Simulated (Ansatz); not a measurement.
BaSnO$_{3}$:
```
BaSnO3
1.0
    4.13130     0.00000     0.00000
    0.00000     4.13130     0.00000
    0.00000     0.00000     4.13130
Ba Sn O
1 1 3
Direct
  0.00000   0.00000   0.00000
  0.50000   0.50000   0.50000
  0.00000   0.50000   0.50000
  0.50000   0.50000   0.00000
  0.50000   0.00000   0.50000
```

Relaxed with r²SCAN.

**Question.** Map the electron localisation function on the plane through (0.000, 0.000, 0.000) spanned by u = [1, 0, 0] and v = [0, 1, 1] in lattice vectors, from the program Ansatz at the r²SCAN level (PAW).

**Answer.** x is the fraction of u, y of v (the angle between them is 90°; rows are the nearest grid lines); atoms in the plane: Ba at (0.00, 0.00), Sn at (0.50, 0.50), O at (0.00, 0.50).
```
|  .#@@%=      =%@@#.  |
|  -%@@%-      -%@@%-  |
|%%@@@%=.      .=%@@@%%|
|@@@@%+.        .+%@@@@|
|@@@%+:          :+%@@@|
|**+-.            .-+**|
|         ....         |
|--:..  ........  ..:--|
|%#*+:....::::....:+*#%|
|@@%#=:.::::::::.:=#%@@|
|##%%#-.:.    .:.-#%%##|
|-+#%#-..      ..-#%#+-|
|-+#%#-..      ..-#%#+-|
|##%%#-.:.    .:.-#%%##|
|@@%#=:.::::::::.:=#%@@|
|%#*+:....::::....:+*#%|
|--:..  ........  ..:--|
|         ....         |
|**+-.            .-+**|
|@@@%+:          :+%@@@|
|@@@@%+.        .+%@@@@|
|%%@@@%=.      .=%@@@%%|
|  -%@@%-      -%@@%-  |
|  .#@@%=      =%@@#.  |
```
Scale: ten equal steps from 0.000 (start of ' ') to 0.878 (end of '@'), in the order ' .:-=+*#%@'; x runs from 0.000 to 1.00, y from 0.000 (bottom) to 1.00 (top).

The density is the valence pseudo-density with augmentation charge, so density and ELF within about 1 Å of a nucleus are not all-electron values.

Space group Pm-3m (cubic perovskite). The r²SCAN relaxation kept the symmetry of its start; phonons on a q-mesh show no instability. Scalar-relativistic: spin–orbit coupling is off unless named, which matters more the heavier the elements.

Potentials: the later of the program's two PAW sets.
